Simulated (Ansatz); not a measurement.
CaSe in the rocksalt structure (r2SCAN geometry), in Ansatz:

```cif
data_structure
_symmetry_space_group_name_H-M 'Fm-3m'
_symmetry_Int_Tables_number 225
_cell_length_a 5.9351
_cell_length_b 5.9351
_cell_length_c 5.9351
_cell_angle_alpha 90.000
_cell_angle_beta 90.000
_cell_angle_gamma 90.000
_cell_volume 209.06
loop_
_atom_site_label
_atom_site_type_symbol
_atom_site_symmetry_multiplicity
_atom_site_Wyckoff_symbol
_atom_site_fract_x
_atom_site_fract_y
_atom_site_fract_z
_atom_site_occupancy
Ca1 Ca 4 a 0.00000 0.00000 0.00000 1
Se1 Se 4 b 0.50000 0.00000 0.00000 1
```

G0W0@PBE with 286 empty bands, a screening cutoff of 180 eV and a 6×6×6 mesh (PAW, contour deformation) gives 3.767 eV over the mesh points, from a PBE gap of 2.056 eV; it sums over 299 bands with 283 plane waves in the screening and a wave cutoff of 420 eV. G0W0 here is at a finite number of bands, screening cutoff and k mesh, not at the basis limit. No spin polarisation and no zero-point or thermal motion.

**Question.** Estimate the gap with starting point r2SCAN.

**Answer.** 3.980 eV (+0.213 eV), from a Kohn-Sham gap of 2.517 eV.

**Question.** Estimate the gap with potentials of the kind norm-conserving.

**Answer.** 3.682 eV (-0.085 eV), from a Kohn-Sham gap of 2.056 eV.

The runs are scalar-relativistic, without spin-orbit coupling.
